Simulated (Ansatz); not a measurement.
# Al (Fm-3m) in Ansatz: a series of runs

The runs below take Al through single point, band structure, with PBEsol, LDA.

All numbers are computed with Ansatz 0.2.0; they aren't measurements. Logs are shortened: lines on timing, memory, paths and dates and some standing lists are left out, and cuts for length are marked.

### Step 1. Starting point

Symmetry: Fm-3m, No. 225, cubic system. The conventional cell has a = 4.050 Å, b = 4.050 Å, c = 4.050 Å, α = 90.00°, β = 90.00°, γ = 90.00°. Around Al (site symmetry m-3m) lie 12 Al at 2.86 Å.

### Step 2. Single point, PBEsol, 16.60 Å³/atom (strain_shear_xy = -0.04)

Contents of input.yaml:

```yaml
crystal:
  lattice:
    - [-0.0404961, 2.024805, 2.024805]
    - [2.024805, -0.0404961, 2.024805]
    - [1.9843089, 1.9843089, 0.0]
  atoms:
    - { symbol: Al, position: [0.0, 0.0, 0.0] }
kpoints:
  mp_grid: { grid: [11, 11, 11] }
scf:
  occupations: { method: fermi_dirac, width: 0.05 }
hamiltonian:
  xc: pbesol
  pseudopotentials: { kind: all_electron, lapw: { basis_error: 0.001 } }
output:
  forces: true
  stress: true
  eigenvalues: true
```

Potentials or basis: all-electron LAPW, scalar-relativistic.

Started as:

```sh
ansatz run input.yaml --threads 1 --pin off --max-ram 3072MiB --backend cpu --events-out ev --progress --plain --runs-dir out
```

Output:

```text
Warning: RAYON_NUM_THREADS=1 ignored (pool sized by the plan → 1); use --threads N
LAPW: plane waves up to 6.045 Å⁻¹, error target 1.0e-3 eV per atom; small_component_spin mean_spin; Al in spheres of 1.403 Å, 11 of its electrons in bands, Dirac shells [] (how accurate: hamiltonian.pseudopotentials.lapw.basis_error, Limitations)
Engine: ansatz 0.2.0, x86_64-unknown-linux-gnu
Pseudopotentials: kind: all_electron
Pseudopotential: Al, LAPW, valence charge 11, lapw/all_electron/scalar/gaussian/Al, Koelling and Harmon's equation, gaussian nucleus
Functional definition: PBEsol
  exchange = pbesol_x
  correlation = pbesol_c
Crystal: 1 atoms, lattice volume = 16.596 Å³
Basis set: ecut = 139.22506746252844 eV, 59 PW (Γ), exchange–correlation at level 2
Bands: 10, of which v1, the nominal top of the filled ones, is band 6 counted from 1 (5 counted from 0)
Symmetry: 8 space group operations
Space group: Immm (ITA 71), of the structure as read, at distance tolerance 2.6e-5 Å
k-points: 216 of 1331
Non-local potential: Al, projectors of the file, none
Initial density: superposition of atomic densities (chi_scale 0.1, normalization cell)
Initial wavefunctions: plane waves of lowest kinetic energy (no species holds an atomic orbital)
Functional: x = pbesol(κ = 0.804, μ = 0.12345679012345678), c = pbesol(β = 0.046)
iter 1 solved again at ethr=1.20e-4 eV; its pass at ethr=1.00e-1 eV (dr2=1.32e-2 eV) is discarded
SCF iter   1: F=—  HF=-6594.610950 eV  |F-HF|=—  |Δ(HF+E_count)|=         —  Δρ=1.17e-2  dr2=1.33e-2  ethr=1.20e-4  ⟨swp⟩=3.3  Hψ=16488  notcnv=0
preconditioner: auto → none  [metal: Δε(μ)=0.043 eV  Ē_g=13.188 eV  σ=0.050 eV  W_gap=0.21  n_scr=0 (ndim 8)  ℏωp=15.8 eV  f_vac=0.000  D(μ)=0.29/eV (n_scr^D=0)]
SCF iter   2: F=—  HF=-6594.588574 eV  |F-HF|=—  |Δ(HF+E_count)|=   2.24e-2  Δρ=5.47e-3  dr2=2.92e-3  ethr=1.20e-4  ⟨swp⟩=2.0  Hψ=6001  notcnv=0
iter 3 solved again at ethr=8.73e-8 eV; its pass at ethr=2.66e-5 eV (dr2=9.60e-6 eV) is discarded
SCF iter   3: F=—  HF=-6594.583806 eV  |F-HF|=—  |Δ(HF+E_count)|=   4.77e-3  Δρ=2.90e-4  dr2=9.57e-6  ethr=8.73e-8  ⟨swp⟩=2.2  Hψ=10367  notcnv=0
SCF iter   4: F=—  HF=-6594.583786 eV  |F-HF|=—  |Δ(HF+E_count)|=   1.93e-5  Δρ=5.84e-5  dr2=5.41e-7  ethr=8.70e-8  ⟨swp⟩=2.0  Hψ=5943  notcnv=0
SCF iter   5: F=-6594.583786 eV  HF=-6594.583786 eV  |F-HF|=1.44e-9  |Δ(HF+E_count)|=   5.15e-9  Δρ=1.52e-6  dr2=1.35e-10  ethr=4.92e-9  ⟨swp⟩=2.0  Hψ=5943  notcnv=0
SCF 1 converged in 5 iterations: F = -6594.583786 eV  dr2 = 1.35e-10
SCF converged after 5 iterations
Free energy (F): -6594.583786 eV
Harris-Foulkes:  -6594.583786 eV  (|F-HF|=1.44e-9)
Internal energy: -6594.581405 eV  (E = F + TS)
E sigma→0 (E₀):  -6594.582596 eV
Entropy (-TS):   -0.002381 eV (-2.381 meV/atom)
Fermi energy:    9.721273 eV
--- Per-component energies (eV) ---
  E_band       = -501.124381
  E_kinetic    = 6605.967328
  E_xc         = -493.690431
  E_electrostatic = -12706.858302  (all electrons and nuclei)
  E_smearing   = -0.002381  (= −TS)
  E_closure    = 0.000000  (closes the sum)
  E_atoms      = -6590.488843  (free atoms, spherical and without spin; not in F)
  Σ components = -6594.583786   (vs F -6594.583786, Δ=0.00e0)
  Basis errors (estimates in eV, not in F): energy 2.9e-4 per atom: plane waves 2.7e-4 (1.4e-4 summed), levels above the bands 3.1e-124, relativity 2.3e-8, radial functions 2.4e-5, core shells 1.2e-13; eigenvalues (radial functions only) 4.6e-5; not estimated: angular momenta, meshes, grids; target (lapw.basis_error) 1.0e-3; muffin-tin radii Al 1.403 Å
--- Forces (eV/Å), atoms counted from 1 ---
  atom   1  Al    -0.00000000    -0.00000000    -0.00000000
  max |Σ_I F_I| component: 4.93e-32 eV/Å
--- Stress (GPa, compression-positive) ---
       -1.849823       1.823461       0.000000
        1.823461      -1.849823      -0.000000
        0.000000      -0.000000      -1.605133
  P = ⅓ Tr σ = -1.7683 GPa (-17.683 kbar)
--- Band table (eV; the first three rows and the last of 216) ---
  k-point 0: bands = ["-93.3635", "-55.0363", "-55.0319", "-55.0285", "-1.3960", "21.6517", "22.2195", "22.9041", "23.0207", "23.5023"]
  k-point 1: bands = ["-93.3633", "-55.0366", "-55.0329", "-55.0298", "-1.1661", "19.8213", "20.9791", "21.7050", "24.0567", "24.1650"]
  k-point 2: bands = ["-93.3626", "-55.0373", "-55.0369", "-55.0318", "-0.4788", "16.1389", "20.2466", "20.9077", "23.9942", "25.2192"]
  k-point 215: bands = ["-93.3599", "-55.0525", "-55.0459", "-55.0364", "6.9178", "8.2206", "12.2077", "16.1033", "16.7101", "19.6599"]
```

Wall time 5.1 s (1 thread of Intel Xeon Platinum 8488C (Sapphire Rapids), shared host); peak memory 0.28 GiB.

Results:

```yaml
Free_energy: -6594.5838 eV
Pressure: -1.8 GPa
Band_gap_on_the_k_mesh: none (metal or under the smearing width)
```

### Step 3. Single point, PBEsol, 16.60 Å³/atom (strain_shear_xy = -0.02)

input.yaml, as its differences from that of step 2:

```diff
@@ -2,5 +2,5 @@
   lattice:
-    - [-0.0404961, 2.024805, 2.024805]
-    - [2.024805, -0.0404961, 2.024805]
-    - [1.9843089, 1.9843089, 0.0]
+    - [-0.02024805, 2.024805, 2.024805]
+    - [2.024805, -0.02024805, 2.024805]
+    - [2.00455695, 2.00455695, 0.0]
   atoms:
```

Potentials or basis: all-electron LAPW, scalar-relativistic.

Started as:

```sh
ansatz run input.yaml --threads 1 --pin off --max-ram 3072MiB --backend cpu --events-out ev --progress --plain --runs-dir out
```

Run time: 4.2 s. Hardware: 1 thread of Intel Xeon Platinum 8488C (Sapphire Rapids), shared host; peak memory 0.29 GiB.

Results (log left out):

| Property | Result |
| --- | --- |
| Free energy | -6594.5858 eV |
| Pressure | -1.9 GPa |
| Band gap on the k mesh | none (metal or under the smearing width) |

### Step 4. Band structure, PBEsol

Contents of input.yaml:

```yaml
crystal:
  lattice:
    - [0.0, 2.024805, 2.024805]
    - [2.024805, 0.0, 2.024805]
    - [2.024805, 2.024805, 0.0]
  atoms:
    - { symbol: Al, position: [0.0, 0.0, 0.0] }
kpoints:
  mp_grid: { grid: [11, 11, 11] }
  band_path:
    path:
      - [0.0, 0.0, 0.0]
      - [0.5, 0.0, 0.5]
      - [0.5, 0.25, 0.75]
      - [0.375, 0.375, 0.75]
      - [0.0, 0.0, 0.0]
      - [0.5, 0.5, 0.5]
      - [0.625, 0.25, 0.625]
      - [0.5, 0.25, 0.75]
    npoints: 10
scf:
  occupations: { method: fermi_dirac, width: 0.05 }
hamiltonian:
  xc: pbesol
  pseudopotentials: { kind: all_electron, lapw: { basis_error: 0.001 } }
output:
  forces: true
  stress: true
  eigenvalues: true
```

Started as:

```sh
ansatz run input.yaml --threads 1 --pin off --max-ram 3072MiB --backend cpu --events-out ev --progress --plain --runs-dir out
```

Run time: 2.8 s. Hardware: 1 thread of AMD EPYC 7R43 (Zen 3), shared host; peak memory 0.24 GiB.

The run converged. Its results:

| Quantity | Value |
| --- | --- |
| Free energy | -6594.5858 eV |
| Pressure | -1.9 GPa |
| Band gap along the path | none (metal or under the smearing width) |

Levels at the corners of the path, in eV from the Fermi level:
| point | band 5 | band 6 | band 7 | band 8 | band 9 | band 10 |
| --- | --- | --- | --- | --- | --- | --- |
| Γ | -11.10 | 12.56 | 12.56 | 12.56 | 13.98 | 13.98 |
| X | -2.91 | -1.62 | 5.25 | 5.54 | 5.54 | 8.98 |
| W | -0.85 | -0.85 | 0.16 | 1.06 | 15.74 | 15.74 |
| K | -1.88 | -1.36 | -0.42 | 6.51 | 8.16 | 15.58 |
| Γ | -11.10 | 12.56 | 12.56 | 12.56 | 13.98 | 13.98 |
| L | -4.58 | -4.38 | 11.31 | 11.31 | 11.40 | 11.40 |
| U | -1.88 | -1.36 | -0.42 | 6.51 | 8.16 | 15.58 |
| W | -0.85 | -0.85 | 0.16 | 1.06 | 15.74 | 15.74 |

### Step 5. Band structure, LDA

input.yaml, as its differences from that of step 4:

```diff
@@ -23,3 +23,3 @@
 hamiltonian:
-  xc: pbesol
+  xc: lda
   pseudopotentials: { kind: all_electron, lapw: { basis_error: 0.001 } }
```

Potentials or basis: all-electron LAPW, scalar-relativistic.

Started as:

```sh
ansatz run input.yaml --threads 1 --pin off --max-ram 3072MiB --backend cpu --events-out ev --progress --plain --runs-dir out
```

Output:

```text
Warning: RAYON_NUM_THREADS=1 ignored (pool sized by the plan → 1); use --threads N
LAPW: plane waves up to 5.864 Å⁻¹, error target 1.0e-3 eV per atom; small_component_spin mean_spin; Al in spheres of 1.432 Å, 11 of its electrons in bands, Dirac shells [] (how accurate: hamiltonian.pseudopotentials.lapw.basis_error, Limitations)
[... 3 set-up lines as earlier in the session ...]
Functional definition: SPW92
  exchange = slater_x
  correlation = pw_c
Crystal: 1 atoms, lattice volume = 16.603 Å³
Basis set: ecut = 131.0023648399961 eV, 59 PW (Γ), exchange–correlation at level 2
Bands: 10, of which v1, the nominal top of the filled ones, is band 6 counted from 1 (5 counted from 0)
Symmetry: 48 space group operations
Space group: Fm-3m (ITA 225), of the structure as read, at distance tolerance 2.6e-5 Å
k-points: 56 of 1331
[... 3 set-up lines as earlier in the session ...]
Functional: x = slater, c = lda
iter 1 solved again at ethr=9.12e-5 eV; its pass at ethr=1.00e-1 eV (dr2=1.00e-2 eV) is discarded
SCF iter   1: F=—  HF=-6582.997261 eV  |F-HF|=—  |Δ(HF+E_count)|=         —  Δρ=1.05e-2  dr2=1.01e-2  ethr=9.12e-5  ⟨swp⟩=3.2  Hψ=4304  notcnv=0
preconditioner: auto → none  [metal: Δε(μ)=0.031 eV  Ē_g=13.124 eV  σ=0.050 eV  W_gap=0.15  n_scr=0 (ndim 8)  ℏωp=15.8 eV  f_vac=0.000  D(μ)=0.55/eV (n_scr^D=0)]
SCF iter   2: F=—  HF=-6582.973254 eV  |F-HF|=—  |Δ(HF+E_count)|=   2.40e-2  Δρ=4.93e-3  dr2=2.31e-3  ethr=9.12e-5  ⟨swp⟩=2.0  Hψ=1568  notcnv=0
iter 3 solved again at ethr=1.29e-7 eV; its pass at ethr=2.10e-5 eV (dr2=1.41e-5 eV) is discarded
SCF iter   3: F=—  HF=-6582.968241 eV  |F-HF|=—  |Δ(HF+E_count)|=   5.01e-3  Δρ=3.36e-4  dr2=1.42e-5  ethr=1.29e-7  ⟨swp⟩=2.0  Hψ=2649  notcnv=0
SCF iter   4: F=—  HF=-6582.968216 eV  |F-HF|=—  |Δ(HF+E_count)|=   2.48e-5  Δρ=7.74e-5  dr2=9.95e-7  ethr=1.29e-7  ⟨swp⟩=2.0  Hψ=1539  notcnv=0
SCF iter   5: F=-6582.968216 eV  HF=-6582.968216 eV  |F-HF|=7.97e-10  |Δ(HF+E_count)|=   2.00e-7  Δρ=2.07e-6  dr2=4.74e-10  ethr=9.04e-9  ⟨swp⟩=2.0  Hψ=1539  notcnv=0
SCF 1 converged in 5 iterations: F = -6582.968216 eV  dr2 = 4.74e-10
NSCF: frozen V_eff on 71 k-points
SCF converged after 5 iterations
Free energy (F): -6582.968216 eV
Harris-Foulkes:  -6582.968216 eV  (|F-HF|=7.97e-10)
Internal energy: -6582.964184 eV  (E = F + TS)
E sigma→0 (E₀):  -6582.966200 eV
Entropy (-TS):   -0.004033 eV (-4.033 meV/atom)
Fermi energy:    9.562325 eV
--- Per-component energies (eV) ---
  E_band       = -502.240266
  E_kinetic    = 6588.492389
  E_xc         = -481.544150
  E_electrostatic = -12689.912423  (all electrons and nuclei)
  E_smearing   = -0.004033  (= −TS)
  E_closure    = 0.000000  (closes the sum)
  E_atoms      = -6578.785301  (free atoms, spherical and without spin; not in F)
  Σ components = -6582.968216   (vs F -6582.968216, Δ=0.00e0)
  Basis errors (estimates in eV, not in F): energy 2.8e-4 per atom: plane waves 2.7e-4 (1.4e-4 summed), levels above the bands 3.4e-122, relativity 4.2e-10, radial functions 7.2e-6, core shells 9.5e-17; eigenvalues (radial functions only) 5.5e-5; not estimated: angular momenta, meshes, grids; target (lapw.basis_error) 1.0e-3; muffin-tin radii Al 1.432 Å
--- Forces (eV/Å), atoms counted from 1 ---
  atom   1  Al    -0.00000000     0.00000000     0.00000000
  max |Σ_I F_I| component: 1.07e-31 eV/Å
--- Stress (GPa, compression-positive) ---
       -3.641638      -0.000000      -0.000000
       -0.000000      -3.641638       0.000000
       -0.000000       0.000000      -3.641638
  P = ⅓ Tr σ = -3.6416 GPa (-36.416 kbar)
--- Band table (eV; the first three rows and the last of 56) ---
  k-point 0: bands = ["-93.0631", "-55.2540", "-55.2540", "-55.2540", "-1.5121", "22.0814", "22.0814", "22.0814", "23.3532", "23.3532"]
  k-point 1: bands = ["-93.0629", "-55.2557", "-55.2542", "-55.2542", "-1.2888", "19.1587", "21.3969", "21.3969", "24.1430", "24.3622"]
  k-point 2: bands = ["-93.0623", "-55.2605", "-55.2550", "-55.2550", "-0.6211", "15.5397", "20.6547", "20.6547", "23.9644", "25.1838"]
  k-point 55: bands = ["-93.0594", "-55.2696", "-55.2684", "-55.2623", "8.1802", "8.4396", "9.8000", "11.6394", "23.3357", "26.0836"]
```

It took 2.6 s on 1 thread of AMD EPYC 7R43 (Zen 3), shared host; peak memory 0.24 GiB.

What came out:

- Free energy: -6582.9682 eV
- Pressure: -3.6 GPa
- Band gap along the path: none (metal or under the smearing width)

Levels at the corners of the path, in eV from the Fermi level:
| point | band 5 | band 6 | band 7 | band 8 | band 9 |
| --- | --- | --- | --- | --- | --- |
| Γ | -11.07 | 12.52 | 12.52 | 12.52 | 13.79 |
| X | -2.89 | -1.63 | 5.29 | 5.49 | 5.49 |
| W | -0.83 | -0.83 | 0.21 | 0.94 | 15.67 |
| K | -1.86 | -1.34 | -0.47 | 6.45 | 8.12 |
| Γ | -11.07 | 12.52 | 12.52 | 12.52 | 13.79 |
| L | -4.54 | -4.41 | 11.15 | 11.15 | 11.39 |
| U | -1.86 | -1.34 | -0.47 | 6.45 | 8.12 |
| W | -0.83 | -0.83 | 0.21 | 0.94 | 15.67 |
